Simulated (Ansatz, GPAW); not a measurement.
This is a calculation of Bi2Te2Se for Ansatz 0.2.0. The cell is a database's computed one, not the measured one.

The input input.yaml:

```yaml
crystal:
  lattice:
    - [2.1609687617, 1.2476358963, 10.5855712543]
    - [-2.1609687617, 1.2476358963, 10.5855712543]
    - [0.0, -2.4952717926, 10.5855712543]
  atoms:
    - { symbol: Bi, position: [0.39172124, 0.39172124, 0.39172124] }
    - { symbol: Bi, position: [0.60827876, 0.60827876, 0.60827876] }
    - { symbol: Te, position: [0.78040487, 0.78040487, 0.78040487] }
    - { symbol: Te, position: [0.21959513, 0.21959513, 0.21959513] }
    - { symbol: Se, position: [0.0, 0.0, 0.0] }
kpoints:
  mp_grid: { grid: [7, 7, 7] }
scf:
  occupations: { method: fermi_dirac, width: 0.05 }
hamiltonian:
  xc: pbesol
  pseudopotentials: { kind: all_electron, lapw: { basis_error: 0.001 } }
output:
  forces: true
  stress: true
  eigenvalues: true
  populations: true
```

Potentials or basis: all-electron LAPW, scalar-relativistic.

Command:

```sh
$ ansatz run input.yaml --threads 4 --pin off --max-ram 12288MiB --backend cpu --events-out ev --progress --plain --runs-dir out
```

Problem. Set up the same calculation for GPAW 26.7.0 (ASE script). Potentials or basis there: PAW data sets generated for this functional, cutoff 600 eV.

Solution. As run (cutoffs and basis follow the program's own potentials, and thresholds, step limits or extra output files can differ):

File run.py:

```python
from ase import Atoms
from ase.dft.bandgap import bandgap
from ase.io import write
from ase.units import GPa
from ase.parallel import parprint
from gpaw import GPAW, PW, setup_paths

setup_paths.insert(0, '.')

atoms = Atoms(['Bi', 'Bi', 'Te', 'Te', 'Se'],
              cell=[[2.1609687617, 1.2476358963, 10.5855712543],
                    [-2.1609687617, 1.2476358963, 10.5855712543],
                    [0.0, -2.4952717926, 10.5855712543]],
              scaled_positions=[[0.39172124, 0.39172124, 0.39172124],
                                [0.60827876, 0.60827876, 0.60827876],
                                [0.78040487, 0.78040487, 0.78040487],
                                [0.21959513, 0.21959513, 0.21959513],
                                [0.0, 0.0, 0.0]],
              pbc=True)

calc = GPAW(mode=PW(600),
            xc='PBEsol',
            kpts={'size': (7, 7, 7), 'gamma': True},
            occupations={'name': 'fermi-dirac', 'width': 0.05},
            nbands=39,
            convergence={'density': 1e-05, 'energy': 1e-05},
            maxiter=150,
            txt='gpaw.txt')
atoms.calc = calc
energy = atoms.get_potential_energy()
forces = atoms.get_forces()
stress = atoms.get_stress()
calc.write('gs.gpw')
write('result.traj', atoms)
parprint(f'Energy: {energy:.6f} eV')
parprint('Forces (eV/A):')
parprint(forces.round(4))
parprint('Stress (GPa):', (stress / GPa).round(3))
parprint('Fermi level:', round(calc.get_fermi_level(), 4), 'eV')
parprint(f'Gap: {bandgap(calc)[0]:.4f} eV, direct: {bandgap(calc, direct=True)[0]:.4f} eV')
```

Potentials or basis: PAW data sets generated in the run's folder for this functional, pw.

Command:

```bash
$ gpaw-setup -f PBEsol Bi Se Te
$ OMP_NUM_THREADS=1 mpirun -n 4 gpaw python run.py
```

Both were run:

|  | Ansatz | GPAW |
| --- | --- | --- |
| Pressure | -1.4 GPa | -1.6 GPa |

Where Ansatz's input types no cutoff or centring, it takes its own default and a Γ-centred mesh.

Pressure is positive in compression.
